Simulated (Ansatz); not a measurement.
# AlN: the cost of one run

Program: Ansatz 0.2.0. Level of theory: DFT PBE, scalar-relativistic, plane waves, PAW. These are calculated values, not measurements.

1 further run of the same task is left out (set aside as unsound or not needed).

**1. Starting point**

It takes space group P6_3mc (No. 186, hexagonal). The conventional cell has a = 3.130 Å, b = 3.130 Å, c = 5.018 Å, α = 90.00°, β = 90.00°, γ = 120.00°. Al (site symmetry 3m) is surrounded by 4 N at 1.90 to 1.91 Å. Around N (site symmetry 3m) lie 4 Al at 1.90 to 1.91 Å.

Coordinates:

```
Al N
1.0
     3.13024    0.00000    0.00000
    -1.56512    2.71087    0.00000
     0.00000    0.00000    5.01798
Al N
2 2
Cartesian
  0.0000 1.8072 0.0087
  1.5651 0.9036 2.5177
  0.0000 1.8072 1.9232
  1.5651 0.9036 4.4322
```

This cell was relaxed beforehand with the same method: volume 10.65 Å³/atom, gap on the mesh 4.03 eV.

**2. Band edges and mean potential of the bulk**

File input.yaml:

```yaml
crystal:
  lattice:
    - [3.1302395627, 0.0, 0.0]
    - [-1.5651197813, 2.7108669812, 0.0]
    - [0.0, 0.0, 5.0179796555]
  atoms:
    - { symbol: Al, position: [0.3333333333, 0.6666666667, 0.0017287175] }
    - { symbol: Al, position: [0.6666666667, 0.3333333333, 0.5017287175] }
    - { symbol: "N", position: [0.3333333333, 0.6666666667, 0.3832712825] }
    - { symbol: "N", position: [0.6666666667, 0.3333333333, 0.8832712825] }
basis:
  ecutwfc: 420
kpoints:
  mp_grid: { grid: [12, 12, 6] }
  band_path: { path: [VBM, CBM], npoints: 2 }
hamiltonian:
  xc: pbe
scf:
  occupations: { method: gaussian, width: 0.02 }
output:
  forces: true
  stress: true
  eigenvalues: true
  write_density: true
  write_potential: true
  elf: true
  volumetric_format: npy
```

Run with:

```
> ansatz run input.yaml --threads 4 --pin off --max-ram 10240MiB --backend cpu --events-out ev --progress --plain --runs-dir out
```

**Question.** How long does this run take on 4 threads of Intel Xeon Platinum 8259CL at 2.50GHz (Skylake/Cascade Lake), shared host, and how much memory does it need?

About 1.9 s, with a peak of 0.42 GiB.
